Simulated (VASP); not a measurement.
A run of VASP 6.6.1 is set up as follows.

Contents of INCAR:

```
SYSTEM = KMgF3
PREC     = Accurate       ! precision mode
ENCUT    = 520            ! plane-wave cutoff, eV
EDIFF    = 1E-7           ! SCF threshold, eV
ISMEAR   = 0              ! smearing method
SIGMA    = 0.1            ! smearing width, eV
LREAL    = .False.        ! projectors in reciprocal space
LASPH    = .True.         ! aspherical terms in the spheres
NELM     = 80             ! most SCF steps
ALGO     = Normal         ! electronic algorithm
ISIF     = 2              ! what is computed and relaxed
LWAVE    = .False.        ! write WAVECAR
LCHARG   = .True.         ! write CHGCAR
GGA      = PS             ! functional
LELF     = .True.         ! ELF
LVHAR    = .True.
```

The input KPOINTS:

```
regular mesh
0
Gamma
  7 7 7
  0 0 0
```

File POSCAR:

```
KMgF3
1.0
    3.9859000000      0.0000000000      0.0000000000
    0.0000000000      3.9859000000      0.0000000000
    0.0000000000      0.0000000000      3.9859000000
K Mg F
1 1 3
Cartesian
    1.9929500000      1.9929500000      1.9929500000
    0.0000000000      0.0000000000      0.0000000000
    0.0000000000      0.0000000000      1.9929500000
    0.0000000000      1.9929500000      0.0000000000
    1.9929500000      0.0000000000      0.0000000000
```

Potentials or basis: VASP PAW PBE potentials, release 64 (K_sv, Mg_pv, F).

Launch:

```bash
$ cat potpaw_PBE.64/K_sv/POTCAR potpaw_PBE.64/Mg_pv/POTCAR potpaw_PBE.64/F/POTCAR > POTCAR
$ mpirun -np 1 vasp_std > vasp.out
```

What does it give for the band gap on the k mesh?

7.16 eV, indirect (least direct gap 7.45 eV).

Predict the pressure.

0.3 GPa.

Caveat: the PAW data sets were made with another functional, which shifts forces and pressure a little; an odd mesh through Γ misses points on the zone boundary, where band edges often lie.
